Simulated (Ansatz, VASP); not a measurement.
**One calculation of HOs, two programs**

```xyz
2
Lattice="0.0000 2.0208 2.0208 2.0208 0.0000 2.0208 2.0208 2.0208 0.0000" Properties=species:S:1:pos:R:3 pbc="T T T"
H     0.0000    0.0000    0.0000
Os    2.0208    2.0208    2.0208
```

Alike in both runs: functional PBE; k mesh 24 × 24 × 24; occupations gaussian, width 0.1 eV; no spin polarisation.

Ansatz relaxed the structure, and its values are those at the end. VASP's run is a single point on that final structure, the one shown.

|  | VASP | Ansatz |
| --- | --- | --- |
| version | VASP 6.6.1 | Ansatz 0.2.0 |
| potentials or method | VASP PAW PBE potentials, release 64 (H, Os) | scalar-relativistic, plane waves, PAW |
| plane-wave cutoff (eV) | 520 | 420 |
| valence electrons in the cell | 9 | 17 |

|  | VASP | Ansatz | Ansatz less VASP |
| --- | --- | --- | --- |
| gap on the k mesh at the Fermi level (eV) | none | none | - |
| pressure (GPa) | 0.9 | 0.0 | -0.86 |

A gap of «none» marks a metal or a gap that the smearing closes. The functional is the same, so the differences come from potentials, cutoffs and numerics. The two sets of potentials don't hold the same shells in valence.

The runs have no spin-orbit coupling, so splittings on Os are missing.
